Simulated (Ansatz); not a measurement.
ZrN: do energies and stresses tell the same story?

All numbers below come from Ansatz 0.2.0, DFT PBE, scalar-relativistic, plane waves, PAW.

Cutoff 420 eV; k points 16×16×16 on the computed 2-atom cell (Γ-centred); Gaussian smearing, width 0.10 eV; no spin polarisation.

Relaxed cell: Fm-3m, a = 4.595 Å, b = 4.595 Å, c = 4.595 Å, α = 90.00°, β = 90.00°, γ = 90.00°, 2 atoms in the primitive cell.

Energies at zero smearing and pressures from the stress tensor, at volumes with shape and atoms relaxed:
| V (Å³/atom) | E − E(first) (meV/atom) | P (GPa) |
| --- | --- | --- |
| 10.670 | 0.00 | 41.93 |
| 11.034 | -79.89 | 28.79 |
| 11.398 | -132.20 | 17.62 |
| 11.762 | -161.09 | 8.10 |
| 12.125 | -170.02 | -0.01 |
| 12.489 | -161.90 | -6.93 |
| 12.853 | -139.29 | -12.82 |
| 13.338 | -90.23 | -19.33 |

**Question.** Check P = −dE/dV between neighbouring volumes, and get the bulk modulus from the pressures alone.

**Answer.** With 1 eV/Å³ = 160.2 GPa:
| middle V (Å³/atom) | −ΔE/ΔV (GPa) | mean P (GPa) |
| --- | --- | --- |
| 10.852 | 35.186 | 35.362 |
| 11.216 | 23.044 | 23.204 |
| 11.580 | 12.722 | 12.857 |
| 11.943 | 3.934 | 4.042 |
| 12.307 | -3.578 | -3.473 |
| 12.671 | -9.959 | -9.877 |
| 13.095 | -16.205 | -16.078 |

The two differ by 0.18 GPa at most. The mean of two end pressures misses the average over a step by about ΔV² P″/12, up to 0.18 GPa here; with that taken off 0.02 GPa remains. Around V = 12.125 Å³/atom, the two neighbours give B = −V ΔP/ΔV = 12.125 × 15.03 / 0.728 = 250.5 GPa, against B0 = 249.2 GPa from the Birch–Murnaghan fit of the energies.

Spin polarisation was left out, and a magnetic state may lie lower.